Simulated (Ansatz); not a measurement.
# WC: molecular dynamics

Purpose: to ramp the temperature up and watch the lattice. Runs: 380 steps of 1.5 fs under a Langevin thermostat, set from 300 K to 2000 K by a schedule. The start is the crystal (P-6m2), its volume scaled by 1.05.

The COD cell was measured well above room temperature, so it is larger than a cold one.

All numbers below are computed with Ansatz 0.2.0 (DFT PBE, plane waves, PAW, scalar-relativistic, no spin polarisation).

### 1 The starting structure

The cell holds 16 atoms (C8W8): a = 5.859 Å, b = 5.074 Å, c = 5.740 Å, α = 90.00°, β = 90.00°, γ = 90.00°.

As a file:

```xyz
16
Lattice="-2.9293 -5.0737 0.0000 4.3940 -2.5369 0.0000 0.0000 0.0000 5.7403" Properties=species:S:1:pos:R:3 pbc="T T T"
W     0.0000   -5.0737    0.0000
C     1.4647   -4.2281    1.4351
W     0.0000   -5.0737    2.8702
C     1.4647   -4.2281    4.3053
W    -1.4647   -2.5369    0.0000
C     0.0000   -1.6912    1.4351
W    -1.4647   -2.5369    2.8702
C     0.0000   -1.6912    4.3053
W     1.4647   -2.5369    0.0000
C     2.9293   -1.6912    1.4351
W     1.4647   -2.5369    2.8702
C     2.9293   -1.6912    4.3053
W     0.0000    0.0000    0.0000
C    -1.4647   -4.2281    1.4351
W     0.0000    0.0000    2.8702
C    -1.4647   -4.2281    4.3053
```

### 2 The run

380 steps of 1.5 fs under a Langevin thermostat, set from 300 K to 2000 K by a schedule.

input.yaml

```yaml
crystal:
  lattice:
    - [-2.929325, -5.073741, 0.0]
    - [4.393988, -2.53687, 0.0]
    - [0.0, 0.0, 5.740342]
  atoms:
    - { symbol: W, position: [0.75, 0.5, 0.0] }
    - { symbol: C, position: [0.5, 0.6666667, 0.25] }
    - { symbol: W, position: [0.75, 0.5, 0.5] }
    - { symbol: C, position: [0.5, 0.6666667, 0.75] }
    - { symbol: W, position: [0.5, 0.0, 0.0] }
    - { symbol: C, position: [0.25, 0.1666667, 0.25] }
    - { symbol: W, position: [0.5, 0.0, 0.5] }
    - { symbol: C, position: [0.25, 0.1666667, 0.75] }
    - { symbol: W, position: [0.25, 0.5, 0.0] }
    - { symbol: C, position: [0.0, 0.6666667, 0.25] }
    - { symbol: W, position: [0.25, 0.5, 0.5] }
    - { symbol: C, position: [0.0, 0.6666667, 0.75] }
    - { symbol: W, position: [0.0, 0.0, 0.0] }
    - { symbol: C, position: [0.75, 0.1666667, 0.25] }
    - { symbol: W, position: [0.0, 0.0, 0.5] }
    - { symbol: C, position: [0.75, 0.1666667, 0.75] }
basis:
  ecutwfc: 420.0
kpoints:
  mp_grid: { grid: [2, 2, 2] }
hamiltonian:
  xc: pbe
  pseudopotentials: { kind: paw, azcp: { folder: soft_1 } }
scf:
  occupations: { method: fermi_dirac, width: 0.17 }
  lower_state_search: "off"
md:
  timestep: 1.5
  n_steps: 380
  ensemble: nvt_langevin
  temperature: 300.0
  initial_velocities: maxwell_boltzmann
  seed: 488026
  friction: 0.02
  temperature_schedule: [{ n_steps: 380, end_temperature: 2000.0 }]
```

On the command line:

```sh
$ ansatz run input.yaml --threads 1 --pin off --max-ram 3072MiB --backend cpu --events-out ev --progress --plain --runs-dir out
```

What does the calculation give? Wanted: temperature, first and last step; temperature, second half; potential energy, second half.

**Answer**, as computed:

```
                        quantity                            value
                          length              380 steps of 1.5 fs
temperature, first and last step                   281 and 2330 K
        temperature, second half  mean 1526 K, from 897 to 2856 K
   potential energy, second half     +193 meV/atom from the start
```

What this shows: The temperature runs away to 2856 K: the integration has become unstable, and nothing after that is physical. A run of 570 fs with 16 atoms shows the motion but fixes no equilibrium value.
